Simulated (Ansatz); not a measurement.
**Relaxation path: Ta (hcp type)**

DFT, PBE, PAW with Ansatz's default frozen-core files, scalar-relativistic (Ansatz 0.2.0); a Γ-centred 19×19×10 k mesh, Fermi–Dirac smearing of 0.08 eV, no spin polarisation. The run relaxes cell and atoms at a target pressure of 480 GPa.

Command: `ansatz run input.yaml --threads 1 --pin off --max-ram 3584MiB --backend cpu --events-out ev --progress --plain --runs-dir out` It took 22 s on 1 thread of Intel(R) Xeon(R) Platinum 8488C (Sapphire Rapids), with other jobs on the host, peak memory 0.41 GiB.

PAW: frozen-core files, cutoff 420 eV; forces are relaxed below 0.005 eV/Å.

Each step lists its enthalpy F + pV a cell above the last geometry, the pressure, the cell vectors (Å), and Cartesian positions (Å) with forces (eV/Å).

The first step:

```
step 1  dH = 41.92 meV  P = 484.8 GPa
  cell 2.3628 0.0000 0.0000  -1.1814 2.0463 0.0000  0.0000 0.0000 3.8278
  Ta 0.0000 1.3642 0.9569   0.0000 0.0000 0.0000
  Ta 1.1814 0.6821 2.8708   0.0000 0.0000 0.0000
```

Spin–orbit coupling is left out, which matters for the heavy atoms.

Task: Where does the relaxation end, and by which steps?

Result: After 5 geometries, with conventional a, b, c = 2.339, 2.339, 3.921 Å, at 9.289 Å³/atom (+0.38 % against the start) in space group P6_3/mmc, with a shortest distance of 2.339 Å. The further steps:
```
step 2  dH = 3.91 meV  P = 475.7 GPa
  cell 2.3481 0.0000 0.0000  -1.1741 2.0335 0.0000  0.0000 0.0000 3.8997
  Ta 0.0000 1.3557 0.9749   0.0000 0.0000 0.0000
  Ta 1.1741 0.6778 2.9247   0.0000 0.0000 0.0000
step 3  dH = 3.99 meV  P = 489.7 GPa  (not accepted)
  cell 2.3309 0.0000 0.0000  -1.1655 2.0186 0.0000  0.0000 0.0000 3.9256
  Ta 0.0000 1.3458 0.9814   0.0000 0.0000 0.0000
  Ta 1.1655 0.6729 2.9442   0.0000 0.0000 0.0000
step 4  dH = 0.36 meV  P = 479.4 GPa
  cell 2.3417 0.0000 0.0000  -1.1708 2.0279 0.0000  0.0000 0.0000 3.9131
  Ta 0.0000 1.3520 0.9783   0.0000 0.0000 0.0000
  Ta 1.1708 0.6760 2.9348   0.0000 0.0000 0.0000
step 5  dH = 0.00 meV  P = 479.9 GPa
  cell 2.3391 0.0000 0.0000  -1.1695 2.0257 0.0000  0.0000 0.0000 3.9210
  Ta 0.0000 1.3505 0.9802   0.0000 0.0000 0.0000
  Ta 1.1695 0.6752 2.9407   0.0000 0.0000 0.0000
step 6  dH = -0.24 meV  P = 479.9 GPa  (same geometry on a basis chosen anew; earlier energies don't compare to the last digit)
  cell 2.3391 0.0000 0.0000  -1.1695 2.0257 0.0000  0.0000 0.0000 3.9210
  Ta 0.0000 1.3505 0.9802   0.0000 0.0000 0.0000
  Ta 1.1695 0.6752 2.9407   0.0000 0.0000 0.0000
```
